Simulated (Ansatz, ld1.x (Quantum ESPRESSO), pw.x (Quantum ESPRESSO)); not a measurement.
## gallium (Ga): does the ultrasoft potential hold in the solid?

| Item | Value |
| --- | --- |
| Element | Ga |
| Generator | ld1.x (Quantum ESPRESSO) 7.5 |
| Type | ultrasoft |
| Functional | PBE |
| Relativity | scalar-relativistic |
| Frozen core | [Ar] 3d10 |
| Valence charge | 3 |
| Reference configuration | 4s1.75 4p1.25 |
| Partial waves | 4s (bound): rcut 1.85, rcutus 2.30 bohr; 4s channel at 3.95 Ry: rcut 1.85, rcutus 2.30 bohr; 4p (bound): rcut 2.10, rcutus 2.50 bohr; 4p channel at 1.7 Ry: rcut 2.10, rcutus 2.50 bohr |
| Local potential | all-electron potential smoothed inside 2.50 bohr (lloc = -1) |
| Core correction | Bessel-smoothed model core inside 2.30 bohr |
| Augmentation charge | PSQ, inside the norm-conserving radii |

Atomic tests: cutoffs needed: 6 Ry and 10 Ry (the cutoffs (Ry, on a coarse ladder) from which the occupation-weighted sum of valence levels, in a spherical-Bessel basis at the reference potential, stays within 10 and 1 mRy of its value at 400 Ry); ghost test: no extra level below or beside the all-electron valence levels (s, p, d, f tested) (spherical-Bessel basis up to 400 Ry, 20 bohr box); configuration tests: test run stopped at test 2 of 7 (negative rho).

Crystal test: fcc Ga in pw.x 7.5, no spin, 13³ k-points, Fermi–Dirac smearing 0.01 Ry, cutoffs 40/320 Ry. The reference is all-electron LAPW (Ansatz 0.2.0) with the same functional, mesh and smearing; V0 and B0 come from Birch–Murnaghan fits to the pressures at five volumes. Errors are pseudo minus all-electron; Δ is the rms difference of the E(V) curves that follow from these fits, minima aligned, over ±6 % about the mean V0. Mesh and smearing are coarse, so the numbers serve the comparison and aren't converged zero-temperature values; the lattice is a test structure that the element need not adopt.

```csv
V (Å³/atom),P all-electron (GPa),P pseudo (GPa)
18.074,2.74,-9.18
18.549,1.23,-9.62
19.025,-0.07,-9.98
19.501,-1.20,-10.27
19.976,-2.17,-10.48
```

All-electron: a0 = 4.236 Å (V0 = 19.00 Å³/atom), B0 = 48.8 GPa.

Pseudopotential: mean pressure error (GPa): -10.01. The pressure does not cross zero within the volumes sampled, so no fit is given. This is a poor potential for the solid. Atomic configuration tests: test run stopped at test 2 of 7 (negative rho).

At the middle volume, how do free energy and pressure move when the wave cutoff is lowered (ecutrho held at 320 Ry)?

| cutoff (Ry) | shift of F (meV/atom) | shift of P (GPa) |
| --- | --- | --- |
| 18 | +0.7 | +0.00 |
| 24 | +0.2 | -0.01 |
| 32 | +0.1 | +0.00 |

The run at the middle volume (84 k-points, 6 iterations) took about 3.3 s on one core of a shared host (Intel(R) Xeon(R) 6975P-C, 192 threads, 756 GiB, load 65).
